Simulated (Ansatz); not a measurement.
# InSe (rock salt): the cost of one run

Computed with Ansatz 0.2.0 (DFT LDA, scalar-relativistic, plane waves, PAW, unless a step's input says otherwise).

## Step 1: The structure to begin with

Symmetry: Fm-3m, No. 225, cubic system. The conventional cell has a = 5.867 Å, b = 5.867 Å, c = 5.867 Å, α = 90.00°, β = 90.00°, γ = 90.00°. In (site symmetry m-3m) is surrounded by 6 Se at 2.93 Å. Se (site symmetry m-3m) is surrounded by 6 In at 2.93 Å.

Coordinates:

```cif
data_structure
_symmetry_space_group_name_H-M 'Fm-3m'
_symmetry_Int_Tables_number 225
_cell_length_a 5.8671
_cell_length_b 5.8671
_cell_length_c 5.8671
_cell_angle_alpha 90.000
_cell_angle_beta 90.000
_cell_angle_gamma 90.000
_cell_volume 201.96
loop_
_atom_site_label
_atom_site_type_symbol
_atom_site_symmetry_multiplicity
_atom_site_Wyckoff_symbol
_atom_site_fract_x
_atom_site_fract_y
_atom_site_fract_z
_atom_site_occupancy
In1 In 4 a 0.00000 0.00000 0.00000 1
Se1 Se 4 b 0.50000 0.00000 0.00000 1
```

## Step 2: Volume × 1.15

input.yaml reads:

```yaml
crystal:
  lattice:
    - [0.0, 2.9335307489, 2.9335307489]
    - [2.9335307489, 0.0, 2.9335307489]
    - [2.9335307489, 2.9335307489, 0.0]
  atoms:
    - { symbol: In, position: [0.0, 0.0, 0.0] }
    - { symbol: Se, position: [0.5, 0.5, 0.5] }
scf:
  occupations: { method: gaussian, width: 0.1 }
output:
  forces: true
  stress: true
  eigenvalues: true
  write_density: true
  write_potential: true
  elf: true
  volumetric_format: npy
hamiltonian:
  xc: lda
basis:
  ecutwfc: 450
kpoints:
  mp_grid: { grid: [20, 20, 20] }
```

Started as:

```console
ansatz run input.yaml --threads 1 --pin off --max-ram 2867MiB --backend cpu --events-out ev --progress --plain --runs-dir out
```

Q: Estimate wall time and peak memory on 1 thread of Intel Xeon at 2.30GHz, shared host.

About 12 s, with a peak of 0.53 GiB.
